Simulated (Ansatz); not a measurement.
# Cr: a single-point run

Wanted: a converged single-point run for Cr, and a check of what comes out. The structure is shown as the input types it.

Computed with Ansatz 0.2.0 (DFT, PBE, PAW with Ansatz's default frozen-core files, scalar-relativistic, unless a step's input says otherwise).

**1. The starting structure**

The structure is cubic, space group Im-3m (No. 229). The conventional cell has a = 2.969 Å, b = 2.969 Å, c = 2.969 Å, α = 90.00°, β = 90.00°, γ = 90.00°. Cr (site symmetry m-3m) is surrounded by 8 Cr at 2.57 Å.

As a file:

```cif
data_structure
_symmetry_space_group_name_H-M 'Im-3m'
_symmetry_Int_Tables_number 229
_cell_length_a 2.9689
_cell_length_b 2.9689
_cell_length_c 2.9689
_cell_angle_alpha 90.000
_cell_angle_beta 90.000
_cell_angle_gamma 90.000
_cell_volume 26.17
loop_
_atom_site_label
_atom_site_type_symbol
_atom_site_symmetry_multiplicity
_atom_site_Wyckoff_symbol
_atom_site_fract_x
_atom_site_fract_y
_atom_site_fract_z
_atom_site_occupancy
Cr1 Cr 2 a 0.00000 0.00000 0.00000 1
```

**2. Input and run**

File input.yaml:

```yaml
crystal:
  lattice:
    - [2.9688993551, 0.0, 0.0]
    - [0.0, 2.9688993551, 0.0]
    - [0.0, 0.0, 2.9688993551]
  atoms:
    - { symbol: Cr, position: [0.0, 0.0, 0.0], spin: 16.8 }
    - { symbol: Cr, position: [0.5, 0.5, 0.5], spin: 20.2 }
magnetization:
  spin_polarized: true
  initial_magnetization: 37.0
  spin_locking: { lock_magnetization: hard }
kpoints:
  mp_grid: { grid: [11, 11, 11] }
scf:
  occupations: { method: fermi_dirac, width: 0.05 }
  max_iter: 75
  lower_state_search: "off"
hamiltonian:
  xc: pbe
  pseudopotentials: { kind: paw }
output:
  forces: true
  stress: true
  eigenvalues: true
```

The run is started by

```
ansatz run input.yaml --threads 1 --pin off --max-ram 3072MiB --backend cpu --events-out ev --progress --plain --runs-dir out
```

What it wrote:

```text
Error: inconsistent input (magnetization.initial_magnetization, magnetization.spin_locking.lock_magnetization): the lock holds the spin channels at N_up = (N_el + M)/2 = 32.5 and N_down = (N_el − M)/2 = -4.5 electrons (N_el = 28, M = 37) — |M| > N_el leaves a channel with a negative electron count; set |initial_magnetization| ≤ N_el
```

It took 0.05 s on 1 thread of Arm Neoverse V1, shared host; peak memory 0.068 GiB.

**3. What went wrong**

The run ended at the input check. Its message: «inconsistent input (magnetization.initial_magnetization, magnetization.spin_locking.lock_magnetization): the lock holds the spin channels at N_up = (N_el + M)/2 = 32.5 and N_down = (N_el − M)/2 = -4.5 electrons (N_el = 28 ...»

Look at the input: magnetization.initial_magnetization is 37.0. The combination asked for isn't defined or isn't served.

The cure: set magnetization.initial_magnetization to 0.0.

**4. Second try**

Besides the cure, the input differs in starting moments or positions, scf.max_iter.

File input.yaml:

```yaml
crystal:
  lattice:
    - [2.9688993551, 0.0, 0.0]
    - [0.0, 2.9688993551, 0.0]
    - [0.0, 0.0, 2.9688993551]
  atoms:
    - { symbol: Cr, position: [0.0, 0.0, 0.0], spin: -1.7 }
    - { symbol: Cr, position: [0.5, 0.5, 0.5], spin: 1.7 }
magnetization:
  spin_polarized: true
  initial_magnetization: 0.0
  spin_locking: { lock_magnetization: hard }
kpoints:
  mp_grid: { grid: [11, 11, 11] }
scf:
  occupations: { method: fermi_dirac, width: 0.05 }
  lower_state_search: "off"
hamiltonian:
  xc: pbe
  pseudopotentials: { kind: paw }
output:
  forces: true
  stress: true
  eigenvalues: true
```

The run is started by

```
ansatz run input.yaml --threads 1 --pin off --max-ram 3072MiB --backend cpu --events-out ev --progress --plain --runs-dir out
```

The main lines of its log:

```text
[...]
Basis set: ecut = 420 eV, 485 PW (Γ), exchange–correlation on 40×40×40 points (8 copies of the dense FFT grid, shifted against one another)
[...]
Magnetic group: BNS 221.97 (UNI 1599), of the structure as read, at distance tolerance 3.0e-5 Å
k-points: 56 of 1331
[...]
SCF iter   1: F=—  HF=-6758.534723 eV  |F-HF|=—  |Δ(HF+E_count)|=         —  Δρ=1.35e-1 (↑1.35e-1 ↓1.35e-1)  dr2=1.23e1  dr2_m=1.06e0  M=0.000 μB ∫|m|=2.230 μB  β_m=0.30  ethr=3.10e-3  ⟨swp⟩=3.2  Hψ=3514  notcnv=0
preconditioner: auto → none  [metal: Δε(μ)=0.066 eV  Ē_g=4.423 eV  σ=0.050 eV  W_gap=0.30  n_scr=6 (ndim 8)  ℏωp=25.1 eV  f_vac=0.000  D(μ)=0.86/eV (n_scr^D=6)  sad-step TF]
SCF iter   2: F=—  HF=-6756.140224 eV  |F-HF|=—  |Δ(HF+E_count)|=    2.39e0  Δρ=6.81e-2 (↑6.81e-2 ↓6.81e-2)  dr2=3.41e0  dr2_m=2.58e-1  M=0.000 μB ∫|m|=2.502 μB  β_m=0.30  ethr=3.10e-3  ⟨swp⟩=2.0  Hψ=2356  notcnv=0
[...]
SCF iter  13: F=—  HF=-6755.373277 eV  |F-HF|=—  |Δ(HF+E_count)|=   3.51e-6  Δρ=4.67e-5 (↑4.67e-5 ↓4.67e-5)  dr2=1.05e-7  dr2_m=4.86e-7  M=0.000 μB ∫|m|=3.605 μB  β_m=0.97  ethr=1.04e-8  ⟨swp⟩=2.0  Hψ=1822  notcnv=0
SCF iter  14: F=-6755.373278 eV  HF=-6755.373278 eV  |F-HF|=1.37e-9  |Δ(HF+E_count)|=   6.58e-7  Δρ=2.68e-6 (↑2.68e-6 ↓2.68e-6)  dr2=1.31e-11  dr2_m=1.72e-9  M=0.000 μB ∫|m|=3.609 μB  ethr=3.57e-10  ⟨swp⟩=5.3  Hψ=4317  notcnv=0
[...]
SCF converged after 14 iterations
[...]
Magnetization: 0.0000 μB (14.0000 up, 14.0000 down)
[...]
Free energy (F): -6755.373278 eV
[...]
E sigma→0 (E₀):  -6755.371087 eV
[...]
Fermi energy:    16.831796 (↑ 16.831796, ↓ 16.831796) eV
[...]
  P = ⅓ Tr σ = -13.6807 GPa (-136.807 kbar)
[...]
```

Wall time 2.7 s (1 thread of Arm Neoverse V1, shared host); peak memory 0.29 GiB.

**5. Outcome**

```
                           quantity                             value
                          first try                           refused
                              cause  settings that exclude each other
                         second try          converged, 14 SCF cycles
energy (zero set by the potentials)                     -6755.3733 eV
                           pressure                        -13.68 GPa
                    absolute moment                           3.61 μB
                      largest force                        0.000 eV/Å
```

In words: The mended input goes through in 14 SCF cycles. The structure is not at rest: the sound run finds -14 GPa, so these are no properties of the relaxed crystal. 
